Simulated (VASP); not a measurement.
# C213N2 (a cell with a defect) in VASP: settings compared, part 2 of 2

VASP 6.6.1.

## Step 3: Hyperfine couplings, HSE06, collinear spin, ferromagnetic start

POSCAR is that of step 2.

INCAR.step1 reads:

```
SYSTEM = C213N2
  ALGO = Normal
  EDIFF = 1E-5
  ENCUT = 420
  GGA = PE
  ISIF = 2
  ISMEAR = 0
  ISPIN = 2
  ISYM = 0
  LASPH = .TRUE.
  LCHARG = .FALSE.
  LEFG = .TRUE.
  LORBIT = 11
  LREAL = .FALSE.
  LUSENCCL = .FALSE.
  LWAVE = .TRUE.
  MAGMOM = 0 0 0 0 0 0 0 0 0 0 0 0 0 0 0 0 0 0 0 0 0 0 0 0 0 0 0 0 0 0 0 0 0 0 0 0 0 0 0 0 0 0 0 0 0 0 0 0 0 0 0 0 0 0 0 0 0 0 0 0 0 0 0 0 0 0 0 0 0 0 0 0 0 0 0 0 0 0 0 0 0 0 0 0 0 0 0 0 0 0 0 0 0 0 0 0 0 0 0 0 0 0 0 0 0 0 0 0 0 0 0 0 0 0 0 0 0 0 0 0 0 0 0 0 0 0 0 0 0 0 0 0 0 0 0 0 0 0 0 0 0 0 0 0 0 0 0 0 0 0 0 0 0 0 0 0 0 0 0 0 0 0 0 0 0.5 0 0 0 0 0 0 0 0 0 0 0 0 0 0 0 0 0 0 0 0 0 0 0 0 0 0 0 0 0 0 0 0 0 0.5 0 0 0 0 0 0 0 0 0 0 0 0 0 0 0 0
  NCORE = 1
  NELECT = 863
  NELM = 100
  NGYROMAG = 3.0777 10.7084
  NUPDOWN = 1
  PREC = Accurate
  QUAD_EFG = 20.44 0
  SIGMA = 0.01
```

INCAR.step2 reads:

```
SYSTEM = C213N2
  ALGO = Normal
  EDIFF = 1E-6
  ENCUT = 420
  GGA = PE
  HFSCREEN = 0.2
  ISIF = 2
  ISMEAR = 0
  ISPIN = 2
  ISTART = 1
  ISYM = 0
  LASPH = .TRUE.
  LCHARG = .FALSE.
  LEFG = .TRUE.
  LHFCALC = .TRUE.
  LHYPERFINE = .TRUE.
  LORBIT = 11
  LREAL = .FALSE.
  LUSENCCL = .FALSE.
  LWAVE = .FALSE.
  MAGMOM = 0 0 0 0 0 0 0 0 0 0 0 0 0 0 0 0 0 0 0 0 0 0 0 0 0 0 0 0 0 0 0 0 0 0 0 0 0 0 0 0 0 0 0 0 0 0 0 0 0 0 0 0 0 0 0 0 0 0 0 0 0 0 0 0 0 0 0 0 0 0 0 0 0 0 0 0 0 0 0 0 0 0 0 0 0 0 0 0 0 0 0 0 0 0 0 0 0 0 0 0 0 0 0 0 0 0 0 0 0 0 0 0 0 0 0 0 0 0 0 0 0 0 0 0 0 0 0 0 0 0 0 0 0 0 0 0 0 0 0 0 0 0 0 0 0 0 0 0 0 0 0 0 0 0 0 0 0 0 0 0 0 0 0 0 0.5 0 0 0 0 0 0 0 0 0 0 0 0 0 0 0 0 0 0 0 0 0 0 0 0 0 0 0 0 0 0 0 0 0 0.5 0 0 0 0 0 0 0 0 0 0 0 0 0 0 0 0
  NCORE = 1
  NELECT = 863
  NELM = 100
  NGYROMAG = 3.0777 10.7084
  NUPDOWN = 1
  PREC = Accurate
  PRECFOCK = Normal
  QUAD_EFG = 20.44 0
  SIGMA = 0.01
```

KPOINTS reads:

```
k-points
0
G
  1 1 1
  0 0 0
```

Potentials or basis: VASP PAW PBE potentials, release 64 (N, C).

Command:

```sh
$ cat potpaw_PBE.64/N/POTCAR potpaw_PBE.64/C/POTCAR > POTCAR
$ cp INCAR.step1 INCAR
$ mpirun -np 1 vasp_std > vasp.out
$ cp INCAR.step2 INCAR
$ mpirun -np 1 vasp_std > vasp.out
```

OUTCAR:

```text
SYSTEM = C213N2
   EDIFF = 1E-6
   ENCUT = 420
   GGA = PE
   HFSCREEN = 0.2
   ISIF = 2
   ISMEAR = 0
   ISPIN = 2
   ISTART = 1
   ISYM = 0
   LASPH = .TRUE.
   LHFCALC = .TRUE.
   LORBIT = 11
   LREAL = .FALSE.
   NELECT = 863
   NELM = 100
   NUPDOWN = 1
   PREC = Accurate
   PRECFOCK = Normal

 ion  position               nearest neighbor table
   1  0.091  0.091  0.091-   7 1.47   5 1.47   3 1.48
   2  0.091  0.909  0.909-  55 1.47  21 1.47  67 1.48
   3  0.004  0.166  0.166-   1 1.48   4 1.55 149 1.56 151 1.56
   4  0.084  0.251  0.251-  33 1.54   3 1.55  15 1.55  29 1.55
   5  0.166  0.004  0.166-   1 1.47   6 1.55  52 1.56  56 1.56
   6  0.251  0.084  0.251-  80 1.54   5 1.55  74 1.55  15 1.55
   7  0.166  0.166  0.004-   1 1.47   8 1.55  20 1.56  22 1.56
   8  0.251  0.251  0.084-  96 1.54   7 1.55  74 1.55  29 1.55
[... 193 lines left out ...]
 202  0.667  0.833  0.500- 133 1.55 201 1.55 203 1.55 135 1.55
 203  0.750  0.917  0.584- 156 1.55 160 1.55 202 1.55 214 1.55
 204  0.833  0.667  0.500- 201 1.55 179 1.55 205 1.55 183 1.55
 205  0.917  0.750  0.583-  65 1.55 204 1.55  59 1.55 214 1.55
[... 8 lines left out ...]
 214  0.834  0.834  0.668- 209 1.55 205 1.55 203 1.55 215 1.56
 215  0.918  0.917  0.752-  17 1.54 164 1.55 214 1.56  67 1.56

IMPORTANT INFORMATION: All symmetrisations will be switched off!
NOSYMM: (Re-)initialisation of all symmetry stuff for point group C_1.

----------------------------------------------------------------------------------------

                                     Primitive cell

[... 1867 lines left out ...]
 Q  : nuclear electric quadrupole moment in mb (millibarn)
----------------------------------------------------------------------
 ion       Cq(MHz)       eta       Q (mb)
----------------------------------------------------------------------
   1      -7.261       0.006      20.440
   2      -7.261       0.006      20.440
   3       0.000       0.184       0.000
   4      -0.000       0.250       0.000
   5       0.000       0.193       0.000
   6      -0.000       0.262       0.000
[... 207 lines left out ...]
 214      -0.000       0.890       0.000
 215      -0.000       0.648       0.000
----------------------------------------------------------------------

 Fermi contact (isotropic) hyperfine coupling parameter (MHz)
 -------------------------------------------------------------
  ion      A_pw      A_1PS     A_1AE     A_1c      A_tot
 -------------------------------------------------------------
   1      -0.097    -0.099    -3.682    -0.088    -3.679
   2      -0.097    -0.099    -3.682    -0.088    -3.679
   3      -0.063    -0.064    -0.948     0.082    -0.947
   4       0.013     0.013     0.207    -0.016     0.206
   5       0.083     0.084     0.507    -0.149     0.507
   6       0.016     0.016     0.057    -0.030     0.057
[... 207 lines left out ...]
 214      -0.020    -0.020    -0.541     0.012    -0.540
 215       0.483     0.489     7.868    -0.581     7.862
 -------------------------------------------------------------

 Dipolar hyperfine coupling parameters (MHz)
 ---------------------------------------------------------------------
  ion      A_xx      A_yy      A_zz      A_xy      A_xz      A_yz
 ---------------------------------------------------------------------
   1       0.041    -0.020    -0.020     0.232     0.232    -0.056
   2       0.041    -0.020    -0.020    -0.232    -0.232    -0.056
   3      -0.494     0.247     0.247     0.306     0.306     0.655
   4      -0.147     0.073     0.073     0.147     0.147     0.202
   5       0.484    -0.335    -0.149    -0.002     0.709    -0.168
   6       0.184    -0.182    -0.002     0.086     0.209     0.038
[... 207 lines left out ...]
 214      -0.265    -0.007     0.272     0.055     0.098     0.241
 215      -0.876    -0.240     1.116    -0.337    -0.593     1.177
 ---------------------------------------------------------------------

 Total hyperfine coupling parameters after diagonalization (MHz)
 (convention: |A_zz| > |A_xx| > |A_yy|)
 ----------------------------------------------------------------------
  ion      A_xx      A_yy      A_zz     asymmetry (A_yy - A_xx)/ A_zz
 ----------------------------------------------------------------------
   1      -3.644    -3.364    -4.031      -0.069
   2      -3.644    -3.364    -4.031      -0.069
   3      -1.355     0.078    -1.565      -0.916
   4       0.078    -0.025     0.566      -0.182
   5       0.225    -0.162     1.457      -0.265
   6      -0.145    -0.078     0.394       0.170
[... 207 lines left out ...]
 214      -0.686    -0.112    -0.823      -0.698
 215       6.942     6.822     9.823      -0.012
 ---------------------------------------------------------------------

 total charge

# of ion       s       p       d       tot
------------------------------------------
    1        1.221   2.664   0.000   3.884
    2        1.221   2.664   0.000   3.884
    3        0.829   1.701   0.000   2.529
    4        0.838   1.749   0.000   2.587
    5        0.829   1.703   0.000   2.532
    6        0.838   1.750   0.000   2.588
[... 207 lines left out ...]
  214        0.834   1.734   0.000   2.568
  215        0.834   1.733   0.000   2.568
--------------------------------------------------
tot        180.316 375.999   0.000 556.315

 magnetization (x)

# of ion       s       p       d       tot
------------------------------------------
    1       -0.001   0.000   0.000  -0.001
    2       -0.001   0.000   0.000  -0.001
    3       -0.000  -0.000   0.000  -0.001
    4        0.000   0.000   0.000   0.000
    5        0.000   0.001   0.000   0.001
    6        0.000   0.000   0.000   0.000
[... 207 lines left out ...]
  214       -0.000  -0.000   0.000  -0.000
  215        0.001   0.003   0.000   0.004
--------------------------------------------------
tot          0.087   0.549   0.000   0.636
```

OSZICAR.step1:

```text
N       E                     dE             d eps       ncg     rms          rms(c)
DAV:   1     0.261091297164E+04    0.26109E+04   -0.40477E+05  2168   0.132E+03
DAV:   2    -0.176957761854E+04   -0.43805E+04   -0.41985E+04  2616   0.280E+02
DAV:   3    -0.199770423344E+04   -0.22813E+03   -0.22595E+03  2592   0.634E+01
DAV:   4    -0.200363906723E+04   -0.59348E+01   -0.59196E+01  2672   0.988E+00
DAV:   5    -0.200377189829E+04   -0.13283E+00   -0.13262E+00  2600   0.155E+00    0.582E+01
DAV:   6    -0.195189493128E+04    0.51877E+02   -0.39329E+01  2488   0.830E+00    0.347E+01
DAV:   7    -0.193494715775E+04    0.16948E+02   -0.47821E+01  2496   0.915E+00    0.798E+00
DAV:   8    -0.193509283746E+04   -0.14568E+00   -0.22958E+00  2576   0.213E+00    0.358E+00
DAV:   9    -0.193513244745E+04   -0.39610E-01   -0.25534E-01  2544   0.820E-01    0.972E-01
DAV:  10    -0.193513121088E+04    0.12366E-02   -0.60810E-02  2560   0.394E-01    0.342E-01
DAV:  11    -0.193513263381E+04   -0.14229E-02   -0.11044E-02  2600   0.157E-01    0.132E-01
DAV:  12    -0.193513294854E+04   -0.31473E-03   -0.10706E-03  2592   0.534E-02    0.679E-02
DAV:  13    -0.193513311743E+04   -0.16889E-03   -0.20279E-04  2648   0.272E-02    0.394E-02
DAV:  14    -0.193513320016E+04   -0.82735E-04   -0.81356E-05  2528   0.167E-02    0.169E-02
DAV:  15    -0.193513321461E+04   -0.14444E-04   -0.15563E-05  1688   0.647E-03    0.669E-03
DAV:  16    -0.193513321588E+04   -0.12728E-05   -0.29493E-06  1536   0.283E-03
   1 F= -.19351332E+04 E0= -.19351332E+04  d E =-.818419E-20  mag=     1.0000
```

Run time: 71 min. Hardware: 1 × NVIDIA H100 80GB with 1 thread of AMD EPYC 7R13 (Zen 3), shared host; peak memory 2.1 GiB.

What came out:

- Free energy: -2248.5523 eV
- Largest force: 0.287 eV/Å
- Net moment: 1.00 μB per cell
- Site moments: N -0.00; C -0.00, +0.00, -0.01, +0.01, +0.02, +0.27 μB
- Valence electrons inside the program's atomic spheres: N 3.88; C 2.53, 2.59, 2.58, 2.57, 2.56

Caveat: the cell carries a net charge on a neutralising background, which shifts energy and pressure; the PAW data sets were made with another functional, which shifts forces and pressure a little; the total moment is fixed, so each spin has its own Fermi level.
